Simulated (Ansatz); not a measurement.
# MoS2 under changes of volume

One of the cells (50.735 Å³/atom); the others are scaled copies at fixed shape and fractional positions:

```
Mo S
1.0
     3.18413    0.00000    0.00000
    -1.59206    2.75753    0.00000
     0.00000    0.00000   17.33460
Mo S
1 2
Direct
  0.00000 0.00000 0.00000
  0.33333 0.66667 0.91051
  0.33333 0.66667 0.08949
```

- Program: Ansatz 0.2.0
- Functional: PBE
- Potentials or basis: all-electron LAPW, scalar-relativistic
- Cutoff: 262 eV (chosen from the basis error)
- Basis error allowed: 0.001 eV/atom
- k mesh: 10 × 10 × 2
- Occupations: fermi-dirac, width 0.05 eV
- Spin: no spin polarisation

```tsv
volume (Å³/atom)	energy over the lowest point (meV/atom)	gap on the mesh (eV)	largest force (eV/Å)
47.690	41.06	1.91	1.347
48.705	19.46	1.85	0.941
49.720	?	?	?
50.735	0.00	1.73	0.219
51.749	0.56	1.68	0.102
52.764	7.05	1.63	0.399
53.779	18.88	1.58	0.673
```

Task: What does the run at 49.720 Å³/atom give?

Result: Energy over the lowest point 6.05 meV/atom; gap on the mesh 1.79 eV; largest force 0.566 eV/Å.

Worked out: A Birch-Murnaghan fit of order 3 (a polynomial in V^(-2/3)) to the other rows has its minimum at 51.15 Å³/atom with B0 = V·E''(V) = 50 GPa and B' = 4.4 at fixed shape and positions, which overstates the stiffness. It gives 6.05 meV/atom at 49.720 Å³/atom, against the run's 6.05. A straight line through the other rows of the gap, of slope -2.75 eV per unit of ln V, gives 1.79 eV, against the run's 1.79.

Energies are extrapolated to zero smearing.

A mesh can miss the band edges. Spin-orbit coupling on Mo is left out.
